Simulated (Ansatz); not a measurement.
MgTe (F-43m) from a database structure: a single-point calculation in the PAW code Ansatz (PBE). The cell was relaxed with r2SCAN and then strained (isotropic -5.21 % on every length), with the atoms relaxed again with r2SCAN; k points keep the names of the unstrained zone.

```yaml
crystal:
  lattice:
    - [0.0, 3.0646743369, 3.0646743369]
    - [3.0646743369, 0.0, 3.0646743369]
    - [3.0646743369, 3.0646743369, 0.0]
  atoms:
    - { symbol: Mg, position: [0.0, 0.0, 0.0] }
    - { symbol: Te, position: [0.75, 0.75, 0.75] }
kpoints:
  mp_grid: { grid: [8, 8, 8] }
  band_path:
    path:
      - [0.0, 0.0, 0.0]
      - [-0.5, -0.5, 0.0]
      - [-0.375, -0.375, 0.25]
      - [-0.375, 0.0, 0.375]
      - [0.0, 0.0, 0.5]
      - [-0.5, -0.25, 0.25]
      - [0.0, 0.5, 0.5]
    npoints: 1
hamiltonian:
  xc: pbe
scf:
  occupations: { method: fermi_dirac, width: 0.02 }
  n_extra_bands: 4
output:
  forces: true
  stress: true
  eigenvalues: true
```

Some lines of the output have been replaced by numbered gaps.
```
scf.n_extra_bands = 4 over 13 filled bands (N_el = 26.0): the run solves 17 bands
Pseudopotential: Mg, paw, valence charge 10, recommended cutoff 420 eV (normal)
Pseudopotential: Te, paw, valence charge 16, recommended cutoff 420 eV (normal)
Functional definition: PBE
Crystal: 2 atoms, lattice volume = 57.568 Å³
[1]
Symmetry: 24 space group operations
Space group: F-43m (ITA 216)
k-points: 29 of 512 (time reversal used)
Free energy (F): -8905.253275 eV
[2]
--- Stress (GPa, compression-positive) ---
[3]
--- Band table (eV; the first three rows and the last of 29) ---
[4]
```

The rows of the band table are 0: (0, 0, 0) = Γ, 1: (0, 0, 1/8), 2: (0, 0, 1/4), 28: (1/4, -1/2, -1/4) = W.

Question: Give the withheld lines. They hold the Fermi energy and the band table, the stress, cutoff and plane waves at Γ.

Answer:
```
[1]
Basis set: ecut = 420 eV, 1139 PW (Γ)
[2]
Fermi energy:    7.250940 eV
[3]
        8.886103       0.000000       0.000000
        0.000000       8.886103       0.000000
        0.000000       0.000000       8.886103
  P = ⅓ Tr σ = 8.8861 GPa (88.861 kbar)
[4]
  k-point 0: bands = […, -29.2078, -29.2078, -4.8482, 5.9576, 5.9576, 5.9576, 9.1325, 11.6569, 11.6569, 11.6569]
  k-point 1: bands = […, -29.2077, -29.2077, -4.7463, 5.0765, 5.8711, 5.8711, 9.7775, 11.6822, 11.8545, 11.8545]
  k-point 2: bands = […, -29.2076, -29.2076, -4.4757, 3.6551, 5.6832, 5.6832, 9.9356, 11.9842, 11.9842, 12.7227]
  k-point 28: bands = […, -29.2078, -29.2072, -3.7037, 2.8584, 3.5990, 4.1374, 10.5464, 12.3160, 12.5044, 12.5373]
```
The trailing digits, and the zero of the energies, depend on the potentials and thresholds.

The PBE gap is indirect, 2.58 eV (Γ to X), below the direct gap of 3.17 eV at Γ. The gap is the least over the mesh and the extra points. At this geometry PBE finds +8.89 GPa, compression counted positive: its own equilibrium volume is larger.

Command: `ansatz run input.yaml --threads 4 --pin off --max-ram 5529MiB --backend cpu --events-out ev --progress --plain --runs-dir out`. Wall time 0.85 s on 4 threads of Arm Neoverse V2, on a shared host; peak host memory 0.34 GiB.

(Simulation; spin polarisation is off.)

Spin-orbit coupling is left out, which matters wherever the heavy atoms make up the band edges.
